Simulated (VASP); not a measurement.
BaS in VASP 6.6.1, single-point calculation

INCAR

```
SIGMA = 0.02
LASPH = .TRUE.
ENCUT = 520
LREAL = .FALSE.
GGA = PE
ISIF = 2
IBRION = -1
PREC = Accurate
LCHARG = .FALSE.
EDIFF = 1E-7
LWAVE = .FALSE.
NSW = 0
NELM = 6
ISMEAR = -1
NBANDS = 15
```

KPOINTS

```
KPOINTS created by Atomic Simulation Environment
0
Gamma
8 8 8
0 0 0
```

POSCAR

```
Ba S
 1.0000000000000000
     0.0000000000000000    3.2117958738999999    3.2117958738999999
     3.0200516602000000    0.0000000000000000    3.2117958738999999
     3.0200516602000000    3.2117958738999999    0.0000000000000000
 Ba  S
   1   1
Cartesian
  0.0000000000000000  0.0000000000000000  0.0000000000000000
  3.0200516602000000  3.2117958738999999  3.2117958738999999
```

The recommended PBE PAW datasets give the neutral cell 16 valence electrons.

Command

```
mpirun -np 1 vasp_std
```

OSZICAR

```
N       E                     dE             d eps       ncg     rms          rms(c)
DAV:   1     0.814396901265E+02    0.81440E+02   -0.69747E+03  1770   0.938E+02
DAV:   2    -0.586462478585E+01   -0.87304E+02   -0.77867E+02  2398   0.169E+02
DAV:   3    -0.104715813091E+02   -0.46070E+01   -0.45751E+01  2405   0.403E+01
DAV:   4    -0.105646780101E+02   -0.93097E-01   -0.93066E-01  2264   0.585E+00
DAV:   5    -0.105673221045E+02   -0.26441E-02   -0.26439E-02  2429   0.797E-01    0.524E+00
DAV:   6    -0.100694158154E+02    0.49791E+00   -0.68191E-01  2036   0.495E+00
   1 F= -.10069416E+02 E0= -.10069416E+02  d E =-.318425E-11
```

Standard output (part)

```
POSCAR found type information on POSCAR BaS
 POSCAR found :  2 types and       2 ions
 LDA part: xc-table for (Slater+PW92), standard interpolation
 POSCAR, INCAR and KPOINTS ok, starting setup
 WAVECAR not read
 entering main loop
|     The electronic self-consistency was not achieved in the given           |
|     number of steps (NELM). The forces and other quantities evaluated       |
|     might not be reliable so examine the results carefully. If you find     |
|     spurious results, we suggest increasing NELM, if you were close to      |
|     convergence or switching to a different ALGO or adjusting the           |
|     density mixing parameters otherwise.                                    |
```

It didn't converge.

The fault: too few electronic steps.

The run took about 9.8 s on one core of a shared host (Intel Xeon 6975P-C) and held 0.21 GiB at most.
